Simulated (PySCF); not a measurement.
Several molecules and their computed UV-vis stick spectra, shuffled. Theory: PySCF 2.14.0, density-fitted response routines, TDDFT B3LYP/def2-SVPD, vertical, gas phase, core orbitals frozen in the response. Geometries: GFN2-xTB; one conformer of each isolated species. Triplets are in the Tamm–Dancoff approximation.

A. `C1C2(C1)CC2` (C5H8)
B. `OC/C=C/CNC=O` (C5H9NO2)
C. `CNC(=O)C1COC1` (C5H9NO2)
D. `C=N[C@H](C)CC(=O)O` (C5H9NO2)
E. `CNN` (CH6N2)

Lowest singlet levels (six at most, fewer where fewer were computed) with oscillator strengths:

1. 165 nm (f 0.012); 160 nm (f 0.055 summed over 2 states); 155 nm (f 0.075 summed over 2 states); 154 nm (f 0.000); 152 nm (f 0.000 summed over 2 states); T1 7.39 eV
2. 218 nm (f 0.006); 197 nm (f 0.120); 193 nm (f 0.009); 191 nm (f 0.077); 186 nm (f 0.030); 185 nm (f 0.076); T1 4.51 eV
3. 222 nm (f 0.014); 190 nm (f 0.020); 186 nm (f 0.003); 180 nm (f 0.037); 167 nm (f 0.035); 162 nm (f 0.024); T1 5.33 eV
4. 255 nm (f 0.001); 214 nm (f 0.000); 201 nm (f 0.001); 186 nm (f 0.006); 185 nm (f 0.023); 176 nm (f 0.012); T1 4.07 eV
5. 216 nm (f 0.001); 202 nm (f 0.003); 195 nm (f 0.002); 194 nm (f 0.003); 191 nm (f 0.003); 181 nm (f 0.005); T1 5.27 eV

**Question.** Which spectrum belongs to which structure?

**Answer.** 1 = A, 2 = B, 3 = E, 4 = D, 5 = C.
- A: S1 at 7.51 eV, HOMO→LUMO (98%); Löwdin shares by element: HOMO carbon 79% or more (atoms not listed hold the other 21%); LUMO carbon 52% or more (atoms not listed hold the other 48%); HOMO -7.65 and LUMO 0.77 eV; point group D2d, 3 of its 8 listed states under f = 0.0005.
- B: S1 at 5.69 eV, HOMO→LUMO+2 (26%), HOMO→LUMO (20%), HOMO-1→LUMO+2 (18%); Löwdin shares by element: HOMO carbon 32% or more, oxygen 31% or more, nitrogen 10% (atoms not listed hold the other 27%); LUMO carbon 62% or more, oxygen 5% or more (atoms not listed hold the other 33%); HOMO -7.14 and LUMO -0.30 eV.
- C: S1 at 5.73 eV, HOMO-1→LUMO+1 (47%), HOMO-1→LUMO (42%); Löwdin shares by element: HOMO oxygen 60% or more, carbon 19% or more, hydrogen 5% or more (atoms not listed hold the other 16%); LUMO hydrogen 25% or more, carbon 21% or more (atoms not listed hold the other 54%); HOMO -7.13 and LUMO -0.12 eV.
- D: S1 at 4.87 eV, HOMO→LUMO (99%); Löwdin shares by element: HOMO nitrogen 58%, carbon 23% or more, hydrogen 5% or more; LUMO carbon 38% or more, nitrogen 37%, hydrogen 16% or more; HOMO -7.16 and LUMO -0.71 eV.
- E: S1 at 5.59 eV, HOMO→LUMO (98%); Löwdin shares by element: HOMO nitrogen 73%, carbon 8%, hydrogen 6% or more; LUMO hydrogen 32% or more, carbon 21%, nitrogen 13% or more (atoms not listed hold the other 34%); HOMO -6.28 and LUMO 0.44 eV.
B and C have S1 within 0.04 eV of each other; their strongest listed levels stand at 6.30 eV (f 0.120) and 6.85 eV (f 0.005).
B and E have S1 within 0.11 eV of each other; their strongest listed levels stand at 6.30 eV (f 0.120) and 6.88 eV (f 0.037).
C and E have S1 within 0.14 eV of each other; their strongest listed levels stand at 6.85 eV (f 0.005) and 6.88 eV (f 0.037).
